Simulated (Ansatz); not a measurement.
The cell is rocksalt YN; cell and atoms were relaxed with r2SCAN. Y has 6 N at 2.45 Å; N has 6 Y at 2.45 Å.

Space group Fm-3m (No. 225). a = 4.896 Å, b = 4.896 Å, c = 4.896 Å, α = 90.00°, β = 90.00°, γ = 90.00°
```csv
atom,site,symmetry,x,y,z
Y,4a,m-3m,0.0000,0.0000,0.0000
N,4b,m-3m,0.5000,0.0000,0.0000
```

4 runs of Ansatz on this cell differ in the functional (and in the settings that go with it). Levels are in eV from each run's valence top; v1 is the last filled band, c1 the first empty one.

Run A, mean stress +1.0 GPa (compression positive):

| point | v4 | v3 | v2 | v1 | c1 | c2 |
| --- | --- | --- | --- | --- | --- | --- |
| Γ | -12.88 | 0.00 | 0.00 | 0.00 | 3.14 | 3.14 |
| X | -12.46 | -1.51 | -0.39 | -0.39 | 0.20 | 6.83 |
| U | -12.01 | -2.18 | -1.59 | -1.31 | 2.45 | 6.24 |
| L | -11.15 | -4.05 | -2.24 | -2.24 | 5.67 | 6.35 |
| W | -11.98 | -2.14 | -1.54 | -1.54 | 3.99 | 3.99 |

Run B, mean stress 0.0 GPa (compression positive):

| point | v4 | v3 | v2 | v1 | c1 | c2 |
| --- | --- | --- | --- | --- | --- | --- |
| Γ | -13.65 | 0.00 | 0.00 | 0.00 | 3.55 | 3.55 |
| X | -13.28 | -1.53 | -0.40 | -0.40 | 0.58 | 7.31 |
| U | -12.81 | -2.17 | -1.60 | -1.34 | 2.86 | 6.77 |
| L | -11.92 | -4.05 | -2.28 | -2.28 | 6.21 | 6.85 |
| W | -12.78 | -2.18 | -1.53 | -1.53 | 4.44 | 4.44 |

Run C, mean stress -1.4 GPa (compression positive):

| point | v4 | v3 | v2 | v1 | c1 | c2 |
| --- | --- | --- | --- | --- | --- | --- |
| Γ | -14.36 | 0.00 | 0.00 | 0.00 | 4.30 | 4.30 |
| X | -13.89 | -1.79 | -0.47 | -0.47 | 1.09 | 8.16 |
| U | -13.37 | -2.38 | -1.84 | -1.45 | 3.50 | 7.67 |
| L | -12.41 | -4.46 | -2.45 | -2.45 | 7.13 | 7.74 |
| W | -13.34 | -2.36 | -1.73 | -1.73 | 5.20 | 5.20 |

Run D, mean stress -1.3 GPa (compression positive):

| point | v4 | v3 | v2 | v1 | c1 | c2 |
| --- | --- | --- | --- | --- | --- | --- |
| Γ | -14.42 | 0.00 | 0.00 | 0.00 | 5.02 | 5.02 |
| X | -13.95 | -1.84 | -0.47 | -0.47 | 1.76 | 8.89 |
| U | -13.44 | -2.44 | -1.89 | -1.48 | 4.21 | 8.41 |
| L | -12.47 | -4.54 | -2.50 | -2.50 | 7.87 | 8.45 |
| W | -13.40 | -2.41 | -1.78 | -1.78 | 5.92 | 5.92 |

**Question.** Match the runs to PBE, r2SCAN, HSE06, PBE0.

**Answer.** A is PBE, B is r2SCAN, C is HSE06, D is PBE0. In order of the gap: PBE 0.20, r2SCAN 0.58, HSE06 1.09, PBE0 1.76 eV. The stress vanishes for r2SCAN, which relaxed the cell.

Calculated for a static, non-magnetic cell.

The program warns that its thresholds are loose for a hybrid's stress.

The meshes of the hybrids are coarse, so their gaps aren't converged to the digits shown.
